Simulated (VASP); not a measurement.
**Tl: single point with PBE**

Crystal: Tl.

```xyz
1
Lattice="2.4566 0.0000 0.0000 -1.2283 2.1274 0.0000 0.0000 0.0000 5.7155" Properties=species:S:1:pos:R:3 pbc="T T T"
Tl    0.0000    0.0000    0.0000
```

The cell isn't the ideal one: B replaced by Tl, lengths x 1.436, strained and moved within the space group.

```json
{
  "Program": "VASP 6.6.1",
  "Task": "single point",
  "Functional": "PBE",
  "Potentials or basis": "VASP PAW PBE potentials, release 64 (Tl_d)",
  "Cutoff": "520 eV",
  "k mesh": "9 × 9 × 4",
  "Occupations": "gaussian, width 0.1 eV",
  "Spin": "no spin polarisation",
  "Dipole correction": "no",
  "Further INCAR settings": "ALGO = Normal; EDIFF = 1e-06; NBANDS = 12"
}
```

The pressure is 76.9 GPa and the band gap on the k mesh is none (metal or under the smearing width).

Stress tensor (GPa, compression positive):
```
115.50   0.00   0.00
  0.00 115.50   0.00
  0.00   0.00  -0.44
```

Levels at points of the mesh, in eV from the Fermi level:
```
           k point  band 4  band 5  band 6  band 7  band 8  band 9  band 10  band 11
(0.00, 0.00, 0.00)  -12.97  -12.87  -12.87   -4.83    1.41   10.36    11.19    14.70
(0.00, 0.00, 0.50)  -12.94  -12.87  -12.87   -5.27    3.91    6.09    11.19    18.00
```

Wall time 6.9 s on 1 thread of Intel(R) Xeon(R) Platinum 8488C (Sapphire Rapids), on a shared host, peak memory 0.14 GiB.

Caveat: the cell as given lies far from equilibrium; so large a pressure means that the cell lies far from this level's equilibrium, or that cutoff or potentials fall short. Spin-orbit coupling is left out, which matters for the levels of Tl.
